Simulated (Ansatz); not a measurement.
Here is an Ansatz 0.2.0 calculation.

Contents of input.yaml:

```yaml
crystal:
  lattice:
    - [0.0, 2.82891, 2.82891]
    - [2.82891, 0.0, 2.82891]
    - [2.82891, 2.82891, 0.0]
  atoms:
    - { symbol: Ge, position: [0.75, 0.75, 0.75] }
    - { symbol: Ge, position: [0.5, 0.5, 0.5] }
hamiltonian:
  xc: { exchange: rpw86, correlation: pbe }
  pseudopotentials: { kind: paw }
kpoints:
  mp_grid: { grid: [8, 8, 8] }
  band_path:
    path:
      - [[0.0, 0.0, 0.0], [0.5, 0.0, 0.5], [0.5, 0.25, 0.75], [0.375, 0.375, 0.75], [0.0, 0.0, 0.0], [0.5, 0.5, 0.5], [0.625, 0.25, 0.625], [0.5, 0.25, 0.75], [0.5, 0.5, 0.5], [0.375, 0.375, 0.75]]
      - [[0.625, 0.25, 0.625], [0.5, 0.0, 0.5]]
    npoints: 14
scf:
  occupations: { method: fermi_dirac, width: 0.05 }
  n_extra_bands: 6
output:
  forces: true
  stress: true
  eigenvalues: true
  fatbands: false
```

Potentials or basis: Ansatz PAW.

Command:

```sh
$ ansatz run input.yaml --threads 2 --pin off --max-ram 5120MiB --backend cpu --events-out ev --progress --plain --runs-dir out
```

**Question.** What does it give for the pressure?

**Answer.** 6.8 GPa.

**Question.** Predict the band gap on the k mesh.

**Answer.** None (metal or under the smearing width).

Levels at the corners of the path, in eV from the Fermi level:
```csv
point,band 11,band 12,band 13,band 14,band 15,band 16,band 17,band 18
Γ,-12.81,-0.17,-0.01,-0.01,-0.01,2.58,2.58,2.58
X,-8.95,-8.95,-3.06,-3.06,0.80,0.80,9.45,9.45
W,-8.86,-8.86,-3.87,-3.87,4.30,4.30,4.77,4.77
K,-9.42,-8.36,-4.29,-2.62,1.19,4.10,7.17,7.37
Γ,-12.81,-0.17,-0.01,-0.01,-0.01,2.58,2.58,2.58
L,-10.74,-7.62,-1.41,-1.41,0.12,3.79,3.79,7.20
U,-9.42,-8.36,-4.29,-2.62,1.19,4.10,7.17,7.37
W,-8.86,-8.86,-3.87,-3.87,4.30,4.30,4.77,4.77
L,-10.74,-7.62,-1.41,-1.41,0.12,3.79,3.79,7.20
K,-9.42,-8.36,-4.29,-2.62,1.19,4.10,7.17,7.37
U,-9.42,-8.36,-4.29,-2.62,1.19,4.10,7.17,7.37
X,-8.95,-8.95,-3.06,-3.06,0.80,0.80,9.45,9.45
```

Caveat: the PAW data sets come from PBE, with cores solved anew for the run's functional, which leaves a small shift of forces and pressure; this crystal is a semiconductor, whose small gap the functional closes, so the metal is an error of the method.

**Measured values to compare with.**

“Temperature-dependent photoluminescence in Ge: experiment and theory”, 2020, arxiv:2003.00143 reports, for a bulk crystal of Ge at 0 K: band gap 0.744 eV (indirect).

Measured gap of Ge: 0.744 eV (indirect; 0 K; “Temperature-dependent photoluminescence in Ge: experiment and theory”, 2020, arxiv:2003.00143). This calculation gives 0.00 eV (-0.74 eV). 3 values of this kind are on record (0.666 to 0.807 eV); this one was drawn at random among those near their median. Spin-orbit coupling on Ge is left out. The value is that of rPW86-PBE on a finite k mesh, which can miss the band edges, without temperature or zero-point motion.
